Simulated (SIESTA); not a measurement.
Runs of SIESTA 5.4.2 on PtSe2 (Sudovikovite). It takes space group P-3m1 (No. 164, trigonal). Conventional cell: a = 3.724 Å, b = 3.724 Å, c = 5.062 Å, α = 90.00°, β = 90.00°, γ = 120.00°. Around Pt (site symmetry -3m) lie 6 Se at 2.49 Å. Around Se (site symmetry 3m) lie 3 Pt at 2.49 Å. 

```tsv
task	level	potentials or basis	cell	optimiser	force tolerance	energy shift	gap on the mesh (eV)	pressure (GPa)	largest force (eV/Å)
relaxation of cell and atoms	PBE	PseudoDojo 0.4 standard (PBE files), DZ (energy shift 0.01 Ry)	relaxed	CG	0.02 eV/Å	0.01 Ry	none	0.0	-
band structure	LDA	PseudoDojo 0.4 standard (LDA files), DZP (energy shift 0.003 Ry; two zetas on semicore shells)	as given	-	-	0.003 Ry	none	4.1	0.80
band structure	SVWN5	PseudoDojo 0.4 standard (LDA files), DZP (energy shift 0.002 Ry)	as given	-	-	0.002 Ry	none	(b)	1.12
band structure	PBE	PseudoDojo 0.4 stringent (PBE files), DZP (energy shift 0.002 Ry)	as given	-	-	0.002 Ry	none	9.9	(a)
band structure	BLYP	PseudoDojo 0.4 standard (PBE files), DZP (energy shift 0.003 Ry; two zetas on semicore shells)	as given	-	-	0.003 Ry	none	18.6	1.53
```

Alike in all rows: no spin polarisation; k mesh 8 × 8 × 5; smearing fermi-dirac 0.05 eV; grid cutoff 800 Ry.

Question: Estimate the missing entries.

Answer: (a) 1.16; (b) 6.8.

Caveats: the basis of atomic orbitals isn't converged, which shifts pressures, moduli and gaps; semicore shells carry a single zeta, which can move pressures by several GPa and volumes by a few percent (some runs); short orbitals over semicore shells can move pressures by several GPa (some runs); forces of over 1 eV/Å show positions far from the minimum, so gaps and moduli don't describe the material at rest (some runs); the basis has no polarisation orbitals (some runs); the valence orbitals were made in a potential fitted to the semicore shell under them, which widens gaps by tenths of an eV or more (some runs); the potentials were made for another functional, which shifts forces and pressure (some runs).

A k mesh can miss the band edges, and the runs leave out spin-orbit coupling on Pt, Se.

A gap of «none» marks a metal or a gap under the smearing width.

Not every run made on this cell is shown here.
